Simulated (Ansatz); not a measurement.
# KCl: the cell at several levels of theory

One table from this session's results is given with a row withheld; the runs are named, their logs left out.

Program: Ansatz 0.2.0. PAW datasets, plane waves, zero pressure. (Simulation; spin polarisation is off.)

### The system as given

The symmetry is Fm-3m (No. 225, cubic); conventional cell a = 6.293 Å, 31.15 Å³ an atom. Near K stand 6 Cl at 3.15 Å; near Cl stand 6 K at 3.15 Å.

The structure in full:

Space group Fm-3m (No. 225). a = 6.293 Å, b = 6.293 Å, c = 6.293 Å, α = 90.00°, β = 90.00°, γ = 90.00°
```
atom  site  symmetry       x       y       z
   K    4a      m-3m  0.0000  0.0000  0.0000
  Cl    4b      m-3m  0.5000  0.0000  0.0000
```

Set-up of the first run:

input.yaml

```yaml
crystal:
  lattice:
    - [0.0, 3.14647, 3.14647]
    - [3.14647, 0.0, 3.14647]
    - [3.14647, 3.14647, 0.0]
  atoms:
    - { symbol: K, position: [0.0, 0.0, 0.0] }
    - { symbol: Cl, position: [0.5, 0.5, 0.5] }
kpoints:
  mp_grid: { grid: [6, 6, 6] }
hamiltonian:
  xc: pbe
scf:
  occupations: { method: fermi_dirac, width: 0.02 }
relax:
  f_tol: 0.005
  cell: {}
```

Command:

```
ansatz run input.yaml --threads 2 --pin off --max-ram 2211MiB --backend cpu --events-out ev --progress --plain --runs-dir out
```

Among the steps run: PBE: cell and atoms; Relaxing with r2SCAN; Relaxing with PBEsol; Relaxing with LDA; Relaxation with HSE06.

One table of the session follows, with a row left open; its other results are not shown here.

| level | a (Å) | volume (Å³/atom) |
| --- | --- | --- |
| PBE | 6.378 | 32.437 |
| r2SCAN | 6.290 | 31.103 |
| PBEsol | ? | ? |
| LDA | 6.077 | 28.049 |
| HSE06 | 6.344 | 31.911 |

**Question.** Estimate the row for PBEsol.

The run gave: a (Å): 6.243; volume (Å³/atom): 30.418. In the column «a (Å)» it lies between LDA (6.077) and r2SCAN (6.290).

LDA gives the smallest cell and PBE the largest; they differ by 15.6 % in volume, a mean of 5.0 % in length. The meshes differ: PBE 6×6×6, r2SCAN 6×6×6, PBEsol 6×6×6, LDA 6×6×6, HSE06 4×4×4.
